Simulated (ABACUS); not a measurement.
## GaAs: equation of state with MS2

GaAs:

```xyz
2
Lattice="0.0000 2.8268 2.8268 2.8268 0.0000 2.8268 2.8268 2.8268 0.0000" Properties=species:S:1:pos:R:3 pbc="T T T"
As    4.2403    4.2403    4.2403
Ga    0.0000    0.0000    0.0000
```

| Item | Value |
| --- | --- |
| Program | ABACUS 3.10.1 |
| Task | equation of state |
| Functional | MS2 |
| Potentials or basis | SG15 ONCV 1.2 PBE |
| Cutoff | 1320 eV |
| Density cutoff | 5279 eV |
| Basis | plane waves |
| k mesh | 5 × 5 × 5 |
| Occupations | fermi-dirac, width 0.05 eV |
| Spin | no spin polarisation |

- Equilibrium volume: 25.72 Å³/atom (rough: see the caveat)
- Bulk modulus: 46 GPa (rough)

Energy against volume, from the lowest point:
| volume (Å³/atom) | energy (meV/atom) |
| --- | --- |
| 21.234 | 146.05 |
| 22.138 | 77.11 |
| 23.041 | 29.86 |
| 23.945 | 0.00 |

All runs of the series together: 35 s on 4 threads of AMD EPYC 9R45 96-Core Processor (Zen 5), with other jobs on the host.

Caveat: the k mesh is coarse (spacing up to 0.38 Å⁻¹), so the values aren't converged; the minimum lies outside the volumes run; the potentials were made for another functional, which shifts forces and pressure.
